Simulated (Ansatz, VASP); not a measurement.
This is a calculation of MgSe for Ansatz 0.2.0.

Contents of input.yaml:

```yaml
crystal:
  lattice:
    - [0.0, 2.6698619393, 2.6698619393]
    - [2.6698619393, 0.0, 2.6698619393]
    - [2.6698619393, 2.6698619393, 0.0]
  atoms:
    - { symbol: Se, position: [0.5, 0.5, 0.5] }
    - { symbol: Mg, position: [0.0, 0.0, 0.0] }
hamiltonian:
  xc: pbe
  pseudopotentials: { kind: paw }
kpoints:
  mp_grid: { grid: [8, 8, 8] }
scf:
  occupations: { method: fermi_dirac, width: 0.05 }
output:
  forces: true
  stress: true
  eigenvalues: true
```

Potentials or basis: Ansatz PAW.

Launch:

```bash
$ ansatz run input.yaml --threads 1 --pin off --max-ram 3584MiB --backend cpu --events-out ev --progress --plain --runs-dir out
```

Translate it to VASP 6.6.1. Potentials there: VASP PAW PBE potentials, release 64 (Se, Mg).

As run (the cutoff follows the program's own potentials):

INCAR

```
SYSTEM = MgSe
PREC     = Accurate       ! precision mode
ENCUT    = 520            ! plane-wave cutoff, eV
EDIFF    = 1E-7           ! SCF threshold, eV
ISMEAR   = -1             ! smearing method
SIGMA    = 0.05           ! smearing width, eV
LREAL    = .False.        ! projectors in reciprocal space
LASPH    = .True.         ! aspherical terms in the spheres
NELM     = 80             ! most SCF steps
ALGO     = Normal         ! electronic algorithm
ISIF     = 2              ! what is computed and relaxed
LWAVE    = .False.        ! write WAVECAR
LCHARG   = .False.        ! write CHGCAR
GGA      = PE             ! functional
NBANDS   = 11             ! bands
```

The input KPOINTS:

```
Automatic mesh
0
Gamma
  8 8 8
  0 0 0
```

The input POSCAR:

```
MgSe
1.0
    0.0000000000      2.6698619393      2.6698619393
    2.6698619393      0.0000000000      2.6698619393
    2.6698619393      2.6698619393      0.0000000000
Se Mg
1 1
Direct
    0.5000000000      0.5000000000      0.5000000000
    0.0000000000      0.0000000000      0.0000000000
```

Potentials or basis: VASP PAW PBE potentials, release 64 (Se, Mg).

Launch:

```bash
$ cat potpaw_PBE.64/Se/POTCAR potpaw_PBE.64/Mg/POTCAR > POTCAR
$ mpirun -np 1 vasp_std > vasp.out
```

Both were run:

|  | VASP | Ansatz | Ansatz less VASP |
| --- | --- | --- | --- |
| gap on the k mesh at the Fermi level (eV) | 1.91 | 1.93 | +0.022 |
| least direct gap on the mesh (eV) | 3.03 | 3.04 | +0.008 |
| pressure (GPa) | 6.7 | 6.9 | +0.11 |

The two sets of potentials don't hold the same shells in valence.

A k mesh can miss the band edges.
